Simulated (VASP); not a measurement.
A run of VASP 6.6.1 is set up as follows.

The input INCAR:

```
SYSTEM = Si
ALGO = Normal
EDIFF = 1E-6
ENCUT = 520
GGA = PE
ISIF = 2
ISMEAR = 0
LASPH = .True.
LCHARG = .True.
LELF = .True.
LREAL = .False.
LVHAR = .True.
LWAVE = .False.
NBANDS = 11
NELM = 100
PREC = Accurate
SIGMA = 0.02
```

KPOINTS

```
k-points
0
Gamma
  10 10 10
  0 0 0
```

POSCAR

```
Si
1.0
    0.0000000000      2.7347607592      2.7347607592
    2.7347607592      0.0000000000      2.7347607592
    2.7347607592      2.7347607592      0.0000000000
Si
2
Direct
    0.5000000000      0.5000000000      0.5000000000
    0.7500000000      0.7500000000      0.7500000000
```

Potentials or basis: VASP PAW PBE potentials, release 64 (Si).

Command:

```sh
$ cat potpaw_PBE.64/Si/POTCAR > POTCAR
$ mpirun -np 1 vasp_std > vasp.out
```

Predict the pressure.

0.0 GPa.

What does it give for the band gap on the k mesh?

0.62 eV, indirect (least direct gap 2.56 eV).

A k mesh can miss the band edges. A hybrid or GW would open this gap; PBE tends to underestimate it.
